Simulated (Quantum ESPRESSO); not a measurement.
Crystal: Hf.

```
CELL_PARAMETERS angstrom
-1.80500 1.80500 1.80500
1.80500 -1.80500 1.80500
1.80500 1.80500 -1.80500
ATOMIC_POSITIONS crystal
Hf 0.00000 0.00000 0.00000
```

This isn't the form of Hf at room conditions, which is hcp.

Base run:

* Program: Quantum ESPRESSO 7.5
* Functional: r2SCAN
* Potentials or basis: SG15 PBE 1.2
* Cutoff: 884 eV
* Density cutoff: 3537 eV
* k mesh: 8 × 8 × 8
* Occupations: fermi-dirac, width 0.05 eV
* Spin: no spin polarisation

Its results: band gap on the k mesh none (metal or under the smearing width); pressure -12.0 GPa.

**Question.** The run is repeated on the same cell with these changes: functional from r2SCAN to rSCAN. What comes out?

**Answer.** Band gap on the k mesh none (metal or under the smearing width); pressure -12.4 GPa.

Caveats: the potentials were made for another functional, which shifts forces and pressure; spin-orbit coupling is left out, which moves the levels of the heavy elements.
